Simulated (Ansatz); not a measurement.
# In2O: the cost of one run

Method: DFT PBE, scalar-relativistic, plane waves, PAW, in Ansatz 0.2.0.

5 further runs of the same task are left out: 1 that didn't finish, 4 set aside as unsound or not needed.

### 1 The starting structure

Symmetry: P4_2/mnm, No. 136, tetragonal system. Conventional cell: a = 5.696 Å, b = 5.696 Å, c = 3.669 Å, α = 90.00°, β = 90.00°, γ = 90.00°. Around In (site symmetry m2m) lie 3 O at 2.41 to 2.46 Å. O (site symmetry mmm) is surrounded by 6 In at 2.41 to 2.46 Å.

Structure file:

```
In O
1.0
     5.69595    0.00000    0.00000
     0.00000    5.69595    0.00000
     0.00000    0.00000    3.66877
In O
4 2
Cartesian
  1.7430 1.7430 0.0000
  1.1050 4.5909 1.8344
  3.9530 3.9530 0.0000
  4.5909 1.1050 1.8344
  0.0000 0.0000 0.0000
  2.8480 2.8480 1.8344
```

This is candidate A: anti-rutile type (P4_2/mnm, No. 136).

(A quick probe on a coarse mesh, which set the mesh and smearing, is not shown.)

### 3 Rough relaxation on the coarse mesh (candidate A)

input.yaml reads:

```yaml
crystal:
  lattice:
    - [5.6959473311, 0.0, 0.0]
    - [0.0, 5.6959473311, 0.0]
    - [0.0, 0.0, 3.6687653793]
  atoms:
    - { symbol: In, position: [0.306, 0.306, 0.0] }
    - { symbol: In, position: [0.194, 0.806, 0.5] }
    - { symbol: In, position: [0.694, 0.694, 0.0] }
    - { symbol: In, position: [0.806, 0.194, 0.5] }
    - { symbol: O, position: [0.0, 0.0, 0.0] }
    - { symbol: O, position: [0.5, 0.5, 0.5] }
basis:
  ecutwfc: 420
kpoints:
  mp_grid: { grid: [4, 4, 6] }
hamiltonian:
  xc: pbe
scf:
  occupations: { method: gaussian, width: 0.1 }
  lower_state_search: "off"
output:
  forces: true
  stress: true
  eigenvalues: true
relax:
  adjacent_minimum: "off"
  f_tol: 0.04
  max_steps: 70
  cell: { stress_tol: 0.4 }
```

Command:

```
> ansatz run input.yaml --threads 1 --pin off --max-ram 2560MiB --backend cpu --events-out ev --progress --plain --runs-dir out
```

**Question.** How long does this run take on 1 thread of Intel Xeon Platinum 8259CL at 2.50GHz (Skylake/Cascade Lake), shared host, and how much memory does it need?

About 2.6 min, with a peak of 0.5 GiB.
